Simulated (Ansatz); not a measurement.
Computed with Ansatz on PBE0-D4/def2-TZVP structures; ΔE is electronic, products minus reactants. CBS: MP2 limit from def2 TZ/QZ plus the TZ coupled-cluster correction, frozen cores. For Ti outer-core shells are correlated without core-valence functions, which leaves a few kJ/mol of doubt a bond. Scalar relativity is left out up to krypton. One conformer a species, not always the lowest.

Reaction (formal exchange of groups at a Ti–Cl bond): `[F][Ti]([F])([SH])[Cl]` + acetic acid → `[OH][Ti]([F])([F])[SH]` + `CC(=O)Cl`

`[F][Ti]([F])([SH])[Cl]`:

Cartesian coordinates in Å:
```
F 1.146 -0.096 -1.435
Ti 0.485 0.125 0.161
F 1.173 1.476 1.004
S -1.726 0.577 -0.033
Cl 0.767 -1.718 1.294
H -1.844 -0.365 -0.991
```

`CC(=O)O`:

Cartesian coordinates in Å:
```
C -0.693 0.240 0.620
C 0.514 0.110 -0.253
O 1.437 0.876 -0.298
O 0.459 -0.999 -1.014
H -1.593 0.274 0.002
H -0.777 -0.635 1.267
H -0.615 1.143 1.219
H 1.269 -1.009 -1.543
```

`[OH][Ti]([F])([F])[SH]`:

Z-matrix (Å, degrees):
```
Ti
F 1 1.754
F 1 1.752 2 108.7
O 1 1.759 2 111.7 3 124.7
S 1 2.285 2 110.3 3 -119.6
H 4 0.958 1 142.0 2 -141.4
H 5 1.348 1 91.3 2 61.3
```

`CC(=O)Cl`:

Z-matrix (Å, degrees):
```
C
C 1 1.491
H 1 1.089 2 109.4
H 1 1.091 2 109.4 3 -121.4
H 1 1.091 2 109.4 3 121.3
O 2 1.179 1 127.8 3 -0.2
Cl 2 1.794 1 111.8 3 179.8
```

```tsv
species	HF/CBS(def2) energy (Eh)
`[F][Ti]([F])([SH])[Cl]`	-1905.30761
`CC(=O)O`	-227.92517
`[OH][Ti]([F])([F])[SH]`	-1521.25630
`CC(=O)Cl`	-611.94837
```

**Question.** Work out ΔE.

**Answer.** ΔE = (-1521.25630) + (-611.94837) − (-1905.30761) − (-227.92517) = 0.02811 Eh = +73.8 kJ/mol. CCSD(T)/CBS gives +58.9 kJ/mol.

Largest T1 diagnostic among the species: 0.025, so the coupled-cluster value is less sure than usual.

From PBE to PBE0 (25 % exact exchange), in def2-TZVPP and without D4, ΔE moves by +8.1 kJ/mol. In def2-TZVPP, CCSD(T) changes the Hartree–Fock value by −12.8 kJ/mol (the triples alone add +0.9 kJ/mol) and MP2 by −12.3 kJ/mol.
